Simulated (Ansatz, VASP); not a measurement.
**MgO: VASP beside Ansatz**

```
Mg O
1.0
     0.00000    2.14209    2.14209
     2.14209    0.00000    2.14209
     2.14209    2.14209    0.00000
Mg O
1 1
Direct
  0.00000 0.00000 0.00000
  0.50000 0.50000 0.50000
```

Alike in both runs: task single point; functional PBE; k mesh 10 × 10 × 10; occupations gaussian, width 0.02 eV; no spin polarisation.

|  | VASP | Ansatz |
| --- | --- | --- |
| version | VASP 6.6.1 | Ansatz 0.2.0 |
| potentials or method | VASP PAW PBE potentials, release 64 (Mg, O) | scalar-relativistic, plane waves, PAW |
| plane-wave cutoff (eV) | 520 | 420 |
| valence electrons in the cell | 8 | 16 |

|  | VASP | Ansatz | Ansatz less VASP |
| --- | --- | --- | --- |
| gap on the k mesh at the Fermi level (eV) | 4.25 | 4.27 | +0.019 |
| least direct gap on the mesh (eV) | 4.25 | 4.27 | +0.019 |
| pressure (GPa) | -3.8 | -3.0 | +0.75 |

The two sets of potentials don't hold the same shells in valence.

A hybrid or GW would open this gap; PBE tends to underestimate it.
